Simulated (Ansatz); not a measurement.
Output of an Ansatz run (abridged):

```
WARN ansatz: RAYON_NUM_THREADS=1 ignored (pool sized by the plan → 1); use --threads N
Pseudopotentials: kind: paw
Pseudopotential: Cs, paw, valence charge 9
Pseudopotential: Pb, paw, valence charge 14
Pseudopotential: I, paw, valence charge 17
Crystal: 5 atoms, lattice volume = 245.144 Å³
Basis set: ecut = 420 eV, 4801 PW (Γ), exchange–correlation on 90×90×90 points (8 copies of the dense FFT grid, shifted against one another)
Bands: 45, of which v1, the nominal top of the filled ones, is band 37 counted from 1 (36 counted from 0)
Symmetry: 48 space group operations
Space group: Pm-3m (ITA 221), of the structure as read, at distance tolerance 6.3e-5 Å
k-points: 10 of 64
Initial density: superposition of atomic densities (neutral atoms: chi_scale 0, normalization atom), corrected by the library's trained network
Initial wavefunctions: pseudopotential atomic-orbital guess
Eigensolver: davidson
Functional: x = pbe(κ = 0.804, μ = 0.2195149727645171), c = pbe(β = 0.06672455060314922)
SCF iter   1: F=—  HF=-40120.896276 eV  |F-HF|=—  |Δ(HF+E_count)|=         —  Δρ=6.03e-4  dr2=8.12e-4  ethr=1.77e-3  ⟨swp⟩=9.9  Hψ=2176  notcnv=0
all-band conjugate gradients solve this SCF's bands
preconditioner: auto → Resta (q_TF=auto, 2.235 Å⁻¹)
SCF iter   2: F=—  HF=-40120.895809 eV  |F-HF|=—  |Δ(HF+E_count)|=   4.68e-4  Δρ=4.28e-4  dr2=2.96e-4  ethr=1.10e-6  ⟨swp⟩=3.7  Hψ=1189  notcnv=0  defer=22
SCF iter   3: F=—  HF=-40120.895925 eV  |F-HF|=—  |Δ(HF+E_count)|=   1.17e-4  Δρ=2.34e-4  dr2=8.63e-5  ethr=4.00e-7  ⟨swp⟩=2.0  Hψ=853  notcnv=0  defer=22
SCF iter   4: F=—  HF=-40120.896059 eV  |F-HF|=—  |Δ(HF+E_count)|=   1.34e-4  Δρ=4.84e-5  dr2=4.22e-6  ethr=1.17e-7  ⟨swp⟩=2.0  Hψ=856  notcnv=0  defer=22
SCF iter   5: F=—  HF=-40120.896063 eV  |F-HF|=—  |Δ(HF+E_count)|=   3.81e-6  Δρ=2.31e-5  dr2=9.26e-7  ethr=5.70e-9  ⟨swp⟩=3.0  Hψ=792  notcnv=0  defer=22
SCF iter   6: F=-40120.896064 eV  HF=-40120.896064 eV  |F-HF|=6.08e-9  |Δ(HF+E_count)|=   5.76e-7  Δρ=2.83e-6  dr2=2.01e-8  ethr=1.35e-10  ⟨swp⟩=10.8  Hψ=2504  notcnv=0
SCF 1 converged in 6 iterations: F = -40120.896064 eV  dr2 = 2.01e-8
SCF converged after 6 iterations
Free energy (F): -40120.896064 eV
Harris-Foulkes:  -40120.896064 eV  (|F-HF|=6.08e-9)
Internal energy: -40120.896064 eV  (E = F + TS)
E sigma→0 (E₀):  -40120.896064 eV
Fermi energy:    5.125707 eV
--- Per-component energies (eV) ---
  E_band       = -1381.148760
  E_kinetic    = 995.894707
  E_local      = -9011.218605  (includes V_loc(G=0)·N_el)
  E_nonlocal   = 108.445863
  E_hartree    = 4386.630650
  E_xc         = -779.877069
  E_vxc        = -645.122460  (∫ρ·V_xc dr)
  E_paw        = -29919.466661  (= ΣΔE_a)
  E_vpaw       = -1602.422721  (= ΣTr[D̂ρ^β])
  E_aug_tail   = -0.000028  (compensation charges beyond the density's cutoff)
  E_ewald      = -5901.304920
  E_smearing   = -0.000000  (= −TS)
  E_closure    = 0.000000  (closes the sum)
  Σ components = -40120.896064   (vs F -40120.896064, Δ=0.00e0)
--- Forces (eV/Å), atoms counted from 1 ---
  atom   1  Cs    -0.00000000    -0.00000000     0.00000000
   [... zero for the other atoms too ...]
  max |Σ_I F_I| component: 2.33e-28 eV/Å
--- Stress (GPa, compression-positive) ---
        1.235459      -0.000000       0.000000
        0.000000       1.235459       0.000000
       -0.000000       0.000000       1.235459
  P = ⅓ Tr σ = 1.2355 GPa (12.355 kbar)
  The stress holds the Pulay correction. Without it, at fixed plane waves, as pw.x and ABINIT print it: P = 1.2245 GPa
--- Band table (eV; the first three rows and the last of 10) ---
  k-point 0: bands = ["-39.8564", "-39.8562", "-39.8562", "-39.8198", "-39.8198", "-39.8198", "-39.8193", "-39.8193", "-39.8193", "-39.7256", "-39.7256", "-39.7256", "-39.7250", "-39.7250", "-39.7248", "-17.0839", "-12.3600", "-12.3600", "-12.2878", [...]
  k-point 1: bands = ["-39.8564", "-39.8562", "-39.8562", "-39.8198", "-39.8197", "-39.8197", "-39.8194", "-39.8194", "-39.8193", "-39.7256", "-39.7256", "-39.7256", "-39.7250", "-39.7250", "-39.7249", "-17.0837", "-12.3600", "-12.3528", "-12.2881", [...]
  k-point 2: bands = ["-39.8564", "-39.8562", "-39.8562", "-39.8198", "-39.8196", "-39.8196", "-39.8196", "-39.8196", "-39.8193", "-39.7256", "-39.7256", "-39.7256", "-39.7250", "-39.7250", "-39.7249", "-17.0835", "-12.3600", "-12.3457", "-12.2885", [...]
  k-point 9: bands = ["-39.8562", "-39.8562", "-39.8562", "-39.8196", "-39.8196", "-39.8196", "-39.8196", "-39.8196", "-39.8196", "-39.7256", "-39.7256", "-39.7256", "-39.7250", "-39.7250", "-39.7250", "-17.0829", "-12.3381", "-12.3381", "-12.2892", [...]
```

The structure:

```xyz
5
Lattice="6.2585 0.0000 0.0000 0.0000 6.2585 0.0000 0.0000 0.0000 6.2585" Properties=species:S:1:pos:R:3 pbc="T T T"
Cs     0.0000     0.0000     0.0000
Pb     3.1293     3.1293     3.1293
I      3.1293     0.0000     3.1293
I      0.0000     3.1293     3.1293
I      3.1293     3.1293     0.0000
```

Question: What input produced this log?

Answer: Other spellings and defaults could give the same log, and not every line can be read from it. The input that was run (DFT, PBE, plane waves, default PAW files):

Ansatz 0.2 input:
```yaml
crystal:
  lattice:
    - [6.25855000, 0.00000000, 0.00000000]
    - [0.00000000, 6.25855000, 0.00000000]
    - [0.00000000, 0.00000000, 6.25855000]
  atoms:
    - { symbol: Cs, position: [0.00000000, 0.00000000, 0.00000000] }
    - { symbol: Pb, position: [0.50000000, 0.50000000, 0.50000000] }
    - { symbol: I, position: [0.50000000, 0.00000000, 0.50000000] }
    - { symbol: I, position: [0.00000000, 0.50000000, 0.50000000] }
    - { symbol: I, position: [0.50000000, 0.50000000, 0.00000000] }
basis:
  ecutwfc: 420.0 eV
kpoints:
  mp_grid: { grid: [4, 4, 4] }
hamiltonian:
  xc: pbe
  pseudopotentials: { kind: paw }
scf:
  occupations: { method: fermi_dirac, width: 0.01 eV }
output:
  forces: true
  eigenvalues: true
  stress: true
```

The starting cell has typed, rounded lattice constants, without a prior relaxation at this level. Its lattice was rescaled by up to half a per cent. Spin-orbit coupling is off. Ansatz's pressure includes its estimate of the finite-basis (Pulay) stress.

Ansatz is a program for electronic structure.
